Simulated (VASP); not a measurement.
# WC (I4mm) in VASP: a series of runs

The runs below take WC through single point, with PBEsol.

Program: VASP 6.6.1. These are calculated values, not measurements. Logs are shortened: lines on timing, memory, paths and dates and some standing lists are left out, and cuts for length are marked.

## (1) The cell of the first run

It takes space group I4mm (No. 107, tetragonal). The conventional cell has a = 3.101 Å, b = 3.101 Å, c = 4.385 Å, α = 90.00°, β = 90.00°, γ = 90.00°. W (site symmetry 4mm) has 6 C at 2.09 to 2.29 Å as nearest neighbours. Around C (site symmetry 4mm) lie 6 W at 2.09 to 2.29 Å.

Measurements of this composition are mostly on another form, of space group No. 187.

## (2) Single point, PBEsol

INCAR

```
SYSTEM = WC
PREC = Accurate
ENCUT = 520
EDIFF = 1E-7
ISMEAR = 0
SIGMA = 0.15
LREAL = .FALSE.
LASPH = .TRUE.
NELM = 60
ALGO = Fast
ISIF = 2
LWAVE = .FALSE.
LCHARG = .FALSE.
GGA = PS
NBANDS = 16
```

KPOINTS

```
Automatic mesh
0
G
  18 18 18
  0 0 0
```

POSCAR

```
WC
1.0
    0.0000000000      2.1926840000      2.1926840000
    2.1926840000      0.0000000000      2.1926840000
    2.1926840000      2.1926840000      0.0000000000
W C
1 1
Direct
    0.0228031034      0.0228031034     -0.0228031034
    0.5000000000      0.5000000000      0.5000000000
```

Potentials or basis: VASP PAW PBE potentials, release 64 (W_sv, C).

Launch:

```
$ cat potpaw_PBE.64/W_sv/POTCAR potpaw_PBE.64/C/POTCAR > POTCAR
$ mpirun -np 1 vasp_std > vasp.out
```

OUTCAR:

```text
SYSTEM = WC
   PREC = Accurate
   ENCUT = 520
   EDIFF = 1E-7
   ISMEAR = 0
   LREAL = .FALSE.
   LASPH = .TRUE.
   NELM = 60
   ISIF = 2
   GGA = PS

 ion  position               nearest neighbor table
   1  0.023  0.023  0.977-   2 2.09   2 2.19   2 2.19   2 2.19   2 2.19   2 2.29
   2  0.500  0.500  0.500-   1 2.09   1 2.19   1 2.19   1 2.19   1 2.19   1 2.29

  LATTYP: Found a face centered cubic cell.
 ALAT       =     4.3853680000

  Lattice vectors:

 A1 = (   0.0000000000,   2.1926840000,   2.1926840000)
 A2 = (   2.1926840000,   0.0000000000,   2.1926840000)
 A3 = (   2.1926840000,   2.1926840000,   0.0000000000)

Analysis of symmetry for initial positions (statically):
=====================================================================
 Subroutine PRICEL returns:
 Original cell was already a primitive cell.

 Routine SETGRP: Setting up the symmetry group for a
 face centered cubic supercell.

 Subroutine GETGRP returns: Found  8 space group operations
 (whereof  8 operations were pure point group operations)
 out of a pool of 48 trial point group operations.

The static configuration has the point symmetry C_4v.

Analysis of symmetry for dynamics (positions and initial velocities):
=====================================================================
 Subroutine PRICEL returns:
 Original cell was already a primitive cell.

 Routine SETGRP: Setting up the symmetry group for a
 face centered cubic supercell.

 Subroutine GETGRP returns: Found  8 space group operations
 (whereof  8 operations were pure point group operations)
 out of a pool of 48 trial point group operations.

The dynamic configuration has the point symmetry C_4v.

 Subroutine INISYM returns: Found  8 space group operations
 (whereof  8 operations are pure point group operations),
 and found     1 'primitive' translations

----------------------------------------------------------------------------------------

                                     Primitive cell

  volume of cell :      21.0842

  direct lattice vectors                    reciprocal lattice vectors
     0.000000000  2.192684000  2.192684000    -0.228031034  0.228031034  0.228031034
     2.192684000  0.000000000  2.192684000     0.228031034 -0.228031034  0.228031034
     2.192684000  2.192684000  0.000000000     0.228031034  0.228031034 -0.228031034

  length of vectors
     3.100923451  3.100923451  3.100923451     0.394961337  0.394961337  0.394961337

  position of ions in fractional coordinates (direct lattice)
     0.022803103  0.022803103  0.977196897
     0.500000000  0.500000000  0.500000000

  ion indices of the primitive-cell ions
   primitive index   ion index
                 1           1
                 2           2

----------------------------------------------------------------------------------------

 KPOINTS: Automatic mesh

Automatic generation of k-mesh.
 Grid dimensions read from file:
 generate k-points for:   18   18   18

 Generating k-lattice:

  Cartesian coordinates                     Fractional coordinates (reciprocal lattice)
    -0.012668391  0.012668391  0.012668391     0.055555556  0.000000000  0.000000000
     0.012668391 -0.012668391  0.012668391     0.000000000  0.055555556  0.000000000
     0.012668391  0.012668391 -0.012668391     0.000000000  0.000000000  0.055555556

  Length of vectors
     0.021942296  0.021942296  0.021942296

  Shift w.r.t. Gamma in fractional coordinates (k-lattice)
     0.000000000  0.000000000  0.000000000

 Subroutine IBZKPT returns following result:
 ===========================================

 Found    480 irreducible k-points:

 Following reciprocal coordinates:
            Coordinates               Weight
  0.000000  0.000000  0.000000      1.000000
  0.055556  0.000000  0.000000      8.000000
  0.111111  0.000000  0.000000      8.000000
  0.166667  0.000000  0.000000      8.000000
  0.222222  0.000000  0.000000      8.000000
  0.277778  0.000000  0.000000      8.000000
[... 16 lines left out ...]
  0.388889  0.055556  0.000000      8.000000
  0.000000  0.388889  0.055556     16.000000
 [... further k-points ...]
   k-points           NKPTS =    480   k-points in BZ     NKDIM =    480   number of bands    NBANDS=     16
   number of dos      NEDOS =    301   number of ions     NIONS =      2
   total plane-waves  NPLWV =  13824
   dimension x,y,z NGX =    24 NGY =   24 NGZ =   24
   dimension x,y,z NGXF=    48 NGYF=   48 NGZF=   48
   ions per type =               1   1
   NGX,Y,Z   is equivalent  to a cutoff of  12.87, 12.87, 12.87 a.u.
   NGXF,Y,Z  is equivalent  to a cutoff of  25.73, 25.73, 25.73 a.u.
 SYSTEM =  WC
   PREC   = accura    normal or accurate (medium, high low for compatibility)
   ISTART =      0    job   : 0-new  1-cont  2-samecut
   ICHARG =      2    charge: 1-file 2-atom 10-const
   ISPIN  =      1    spin polarized calculation?
   LNONCOLLINEAR =      F non collinear calculations
   LSORBIT =      F    spin-orbit coupling
   LASPH  =      T    aspherical Exc in radial PAW
   ENCUT  =  520.0 eV  38.22 Ry    6.18 a.u.   5.77  5.77  5.77*2*pi/ulx,y,z
   NELM   =     60;   NELMIN=  2; NELMDL= -5     # of ELM steps
   EDIFF  = 0.1E-06   stopping-criterion for ELM
   LREAL  =      F    real-space projection
   EDIFFG = 0.1E-05   stopping-criterion for IOM
   NSW    =      0    number of steps for IOM
   IBRION =     -1    ionic relax: 0-MD 1-quasi-New 2-CG
   NFREE  =      0    steps in history (QN), initial steepest desc. (CG)
   ISIF   =      2    stress and relaxation
   ISYM   =      2    0-nonsym 1-usesym 2-fastsym
   POTIM  = 0.5000    time-step for ionic-motion
   TEBEG  =    0.0;   TEEND  =   0.0 temperature during run
   PSTRESS=    0.0 pullay stress
   NELECT =      18.0000    total number of electrons
   NUPDOWN=      -1.0000    fix difference up-down
   EMIN   =  10.00;   EMAX   =-10.00  energy-range for DOS
   EFERMI =   0.00;   METHOD = LEGACY
   ISMEAR =     0;   SIGMA  =   0.15  broadening in eV -4-tet -1-fermi 0-gaus
   EFERMI_NEDOS =   21; number of points for ismear=-14 and -15
   IALGO  =     68    algorithm
   IMIX   =      4    mixing-type and parameters
     AMIX     =   0.40;   BMIX     =  1.00
     AMIX_MAG =   1.60;   BMIX_MAG =  1.00
  volume/ion in A,a.u.               =      10.54        71.14
  Fermi-wavevector in a.u.,A,eV,Ry     =   1.553029  2.934800 32.815887  2.411900
  Thomas-Fermi vector in A             =   2.657319
   LORBIT       =      0    0 simple, 1 ext, 2 COOP (PROOUT), +10 PAW based schemes
   GGA     = PS    functional components
   LHFCALC =     F    Hartree Fock is set to
   AEXX    =    0.0000 exact exchange contribution
   IVDW    =     0    specifies the selected vdW correction
   LEPSILON=     F    determine dielectric tensor
   LRPA    =     F    only Hartree local field effects (RPA)
 non-spin polarized calculation
 RMM-DIIS sequential band-by-band and
 Gauss-broadening in eV      SIGMA  =   0.15
  energy-cutoff  :      520.00
  volume of cell :       21.08
 maximum number of plane-waves:       588
   NGX = 11   NGY = 11   NGZ = 11

 number of electron      18.0000001 magnetization

 Free energy of the ion-electron system (eV)
  ---------------------------------------------------
  ext. energy  EPLUGINS =         0.00000000
  ---------------------------------------------------
  free energy    TOTEN  =       -22.95792682 eV

  energy without entropy =      -22.94899660  energy(sigma->0) =      -22.95346171

 E-fermi :  12.2084     XC(G=0): -13.8377

 val. band max:       12.2083598836   @ k =  -0.1667   0.1667   0.0000
 cond. band min:      12.2149225834   @ k =   0.0000  -0.2778   0.2778
 fundamental gap:      0.0065626998
 Fermi energy:        12.2084310562

 k-point     1 :       0.0000    0.0000    0.0000
  band No.  band energies     occupation
      1     -63.1134      2.00000
      2     -27.1206      2.00000
      3     -27.1108      2.00000
      4     -27.1108      2.00000
      5      -3.5221      2.00000
      6       9.2382      2.00000
[... 8 lines left out ...]
     15      21.8466      0.00000
     16      35.3636      0.00000

 k-point     2 :       0.0556    0.0000    0.0000
  band No.  band energies     occupation
      1     -63.1123      2.00000
      2     -27.1343      2.00000
      3     -27.1178      2.00000
      4     -27.1128      2.00000
      5      -3.4348      2.00000
      6       8.8961      2.00000
[... 8 lines left out ...]
     15      22.0547      0.00000
     16      34.2975      0.00000

 k-point     3 :       0.1111    0.0000    0.0000
  band No.  band energies     occupation
      1     -63.1091      2.00000
      2     -27.1866      2.00000
      3     -27.1247      2.00000
      4     -27.1186      2.00000
      5      -3.1775      2.00000
      6       8.1661      2.00000
[... 8 lines left out ...]
     15      22.6372      0.00000
     16      32.4198      0.00000

 k-point     4 :       0.1667    0.0000    0.0000
  band No.  band energies     occupation
      1     -63.1042      2.00000
      2     -27.2674      2.00000
      3     -27.1337      2.00000
      4     -27.1275      2.00000
      5      -2.7644      2.00000
      6       7.3103      2.00000
[... 8 lines left out ...]
     15      23.4486      0.00000
     16      30.6647      0.00000
[... 324 lines left out ...]
 k-point    22 :       0.0000    0.3333    0.0556
  band No.  band energies     occupation
      1     -63.0869      2.00000
      2     -27.5300      2.00000
      3     -27.1755      2.00000
      4     -27.1601      2.00000
      5      -1.0523      2.00000
      6       4.8200      2.00000
[... 8 lines left out ...]
     15      24.8542      0.00000
     16      27.0227      0.00000

 k-point    23 :       0.3889    0.0556    0.0000
  band No.  band energies     occupation
      1     -63.0816      2.00000
      2     -27.6124      2.00000
      3     -27.1778      2.00000
      4     -27.1767      2.00000
      5      -0.3126      2.00000
      6       3.9712      2.00000
[... 8 lines left out ...]
     15      25.2419      0.00000
     16      25.7464      0.00000

 k-point    24 :       0.0000    0.3889    0.0556
  band No.  band energies     occupation
      1     -63.0816      2.00000
      2     -27.6115      2.00000
      3     -27.1833      2.00000
      4     -27.1719      2.00000
      5      -0.3158      2.00000
      6       3.9721      2.00000
[... 8 lines left out ...]
     15      25.1801      0.00000
     16      25.7545      0.00000

 [... further k-points ...]

------------------------ aborting loop because EDIFF is reached ----------------------------------------

  FORCE on cell =-STRESS in cart. coord.  units (eV):
  Direction    XX          YY          ZZ          XY          YZ          ZX
  --------------------------------------------------------------------------------------
  -------------------------------------------------------------------------------------
  Total       -1.2268175     -1.2268175     -0.5160219      0.0000000      0.0000000      0.0000000
  in kB      -93.2250021    -93.2250021    -39.2121463      0.0000000      0.0000000      0.0000000
  external PRESSURE =     -75.2207169 kB  Pullay stress =       0.0000000 kB

 VOLUME and BASIS-vectors are now :
 -----------------------------------------------------------------------------
  energy-cutoff  :      520.00
  volume of cell :       21.08
      direct lattice vectors                 reciprocal lattice vectors
     0.000000000  2.192684000  2.192684000    -0.228031034  0.228031034  0.228031034
     2.192684000  0.000000000  2.192684000     0.228031034 -0.228031034  0.228031034
     2.192684000  2.192684000  0.000000000     0.228031034  0.228031034 -0.228031034

 POSITION                                       TOTAL-FORCE (eV/Angst)
 -----------------------------------------------------------------------------------
      2.19268      2.19268      0.10000         0.000000      0.000000     -0.687426
      2.19268      2.19268      2.19268         0.000000      0.000000      0.687426
 -----------------------------------------------------------------------------------
    total drift:                                0.000000      0.000000      0.000083

  FREE ENERGIE OF THE ION-ELECTRON SYSTEM (eV)
  ---------------------------------------------------
  free  energy   TOTEN  =       -22.9579268197 eV

  energy  without entropy=      -22.9489966046  energy(sigma->0) =      -22.95346171
```

Run time: 77 s. Hardware: 1 thread of Intel Xeon Platinum 8559C (Emerald Rapids), shared host; peak memory 0.27 GiB.

What came out:

```
Free energy            : -22.9579 eV
Pressure               : -7.5 GPa
Largest force          : 0.687 eV/Å
Band gap on the k mesh : none (metal or under the smearing width)
```

Forces in eV/Å, atoms in the order of the input:
```
W    0.000  0.000 -0.687
C    0.000  0.000  0.687
```

Caveat: the PAW data sets were made with another functional, which shifts forces and pressure a little. Spin-orbit coupling is left out, which matters for the levels of W.

## (3) Single point, PBEsol

INCAR

```
PREC     = Accurate       # precision mode
ENCUT    = 520            # plane-wave cutoff, eV
EDIFF    = 1E-6           # SCF threshold, eV
ISMEAR   = 0              # smearing method
SIGMA    = 0.15           # smearing width, eV
LREAL    = F              # projectors in reciprocal space
LASPH    = T              # aspherical terms in the spheres
NELM     = 60             # most SCF steps
ALGO     = Fast           # electronic algorithm
ISIF     = 2              # what is computed and relaxed
LWAVE    = F              # write WAVECAR
LCHARG   = F              # write CHGCAR
GGA      = PS             # functional
NBANDS   = 16             # bands
```

KPOINTS

```
Automatic mesh
0
Gamma
  18 18 18
```

POSCAR, as its differences from that of step 2:

```diff
@@ -8,3 +8,3 @@
 Direct
-    0.0228031034      0.0228031034     -0.0228031034
+   -0.0171023276     -0.0171023276      0.0171023276
     0.5000000000      0.5000000000      0.5000000000
```

Potentials or basis: VASP PAW PBE potentials, release 64 (W_sv, C).

Launch:

```
$ cat potpaw_PBE.64/W_sv/POTCAR potpaw_PBE.64/C/POTCAR > POTCAR
$ mpirun -np 1 vasp_std > vasp.out
```

Wall time 77 s (1 thread of Intel Xeon Platinum 8559C (Emerald Rapids), shared host); peak memory 0.27 GiB.

It converged, with:

| Property | Result |
| --- | --- |
| Free energy | -22.9727 eV |
| Pressure | -8.2 GPa |
| Largest force | 0.493 eV/Å |
| Band gap on the k mesh | none (metal or under the smearing width) |

Forces on the atoms (eV/Å):
```
W    0.000  0.000  0.493
C    0.000  0.000 -0.493
```

Stress tensor (GPa, compression positive):
```
-9.22  0.00  0.00
 0.00 -9.22  0.00
 0.00  0.00 -6.15
```

Levels at points of the mesh, in eV from the Fermi level:
| k point | band 7 | band 8 | band 9 | band 10 | band 11 | band 12 |
| --- | --- | --- | --- | --- | --- | --- |
| (0.00, 0.00, 0.00) | -2.88 | -2.73 | -1.73 | -0.94 | -0.83 | -0.83 |
| (0.50, 0.00, 0.00) | -6.54 | -6.53 | 1.06 | 1.08 | 2.36 | 4.86 |
| (0.50, 0.50, 0.00) | -5.54 | -2.44 | -2.44 | 0.88 | 2.30 | 2.30 |
| (0.00, 0.50, 0.50) | -5.56 | -2.50 | -2.33 | 0.95 | 2.30 | 2.31 |

Caveat: the PAW data sets were made with another functional, which shifts forces and pressure a little. The run has no spin-orbit coupling, so splittings on W are missing.

## (4) Single point, PBEsol

INCAR

```
PREC = Accurate ; ENCUT = 520
EDIFF = 1E-7 ; ISMEAR = 0
SIGMA = 0.15 ; LREAL = False
LASPH = True ; NELM = 80
ALGO = Fast ; ISIF = 2
LWAVE = False ; LCHARG = False
GGA = PS ; NBANDS = 16
```

KPOINTS is that of step 3.

POSCAR, as its differences from that of step 3:

```diff
@@ -8,3 +8,3 @@
 Direct
-   -0.0171023276     -0.0171023276      0.0171023276
+   -0.0057007759     -0.0057007759      0.0057007759
     0.5000000000      0.5000000000      0.5000000000
```

Launch:

```
$ cat potpaw_PBE.64/W_sv/POTCAR potpaw_PBE.64/C/POTCAR > POTCAR
$ mpirun -np 1 vasp_std > vasp.out
```

It took 73 s on 1 thread of Intel Xeon Platinum 8559C (Emerald Rapids), shared host; peak memory 0.27 GiB.

The run converged. Its results:

| Property | Result |
| --- | --- |
| Free energy | -22.9884 eV |
| Pressure | -9.0 GPa |
| Largest force | 0.151 eV/Å |
| Band gap on the k mesh | none (metal or under the smearing width) |

Forces in eV/Å, atoms in the order of the input:
```
W    0.000  0.000  0.151
C    0.000  0.000 -0.151
```

Stress tensor (GPa, compression positive):
```
-9.13  0.00  0.00
 0.00 -9.13  0.00
 0.00  0.00 -8.78
```

Levels at points of the mesh, in eV from the Fermi level:
| k point | band 7 | band 8 | band 9 | band 10 | band 11 | band 12 |
| --- | --- | --- | --- | --- | --- | --- |
| (0.00, 0.00, 0.00) | -2.76 | -2.74 | -1.24 | -0.99 | -0.99 | -0.96 |
| (0.50, 0.00, 0.00) | -6.56 | -6.56 | 1.06 | 1.06 | 2.35 | 4.91 |
| (0.50, 0.50, 0.00) | -5.57 | -2.46 | -2.46 | 0.86 | 2.29 | 2.29 |
| (0.00, 0.50, 0.50) | -5.57 | -2.46 | -2.45 | 0.87 | 2.29 | 2.29 |

Caveat: the PAW data sets were made with another functional, which shifts forces and pressure a little.

## (5) Overview

| cell | further INCAR settings | gap on the mesh (eV) | pressure (GPa) | largest force (eV/Å) |
| --- | --- | --- | --- | --- |
| all W atoms moved -0.100 Å, as atom 1 towards its neighbour atom 2 (C) at 2.193 Å | ALGO = Fast; EDIFF = 1e-07; NBANDS = 16 | none | -7.5 | 0.69 |
| all W atoms moved +0.075 Å, as atom 1 towards its neighbour atom 2 (C) at 2.193 Å | ALGO = Fast; EDIFF = 1e-06; NBANDS = 16 | none | -8.2 | 0.49 |
| all W atoms moved +0.025 Å, as atom 1 towards its neighbour atom 2 (C) at 2.193 Å | ALGO = Fast; EDIFF = 1e-07; NBANDS = 16 | none | -9.0 | 0.15 |

Alike in all rows: task single point; level PBEsol; potentials or basis VASP PAW PBE potentials, release 64 (W_sv, C); no spin polarisation; k mesh 18 × 18 × 18; cutoff (eV) 520; smearing gaussian 0.15 eV.

Caveats: the PAW data sets were made with another functional, which shifts forces and pressure a little.

Total energies depend on the potentials used, so only differences within one code and one set of settings carry meaning.
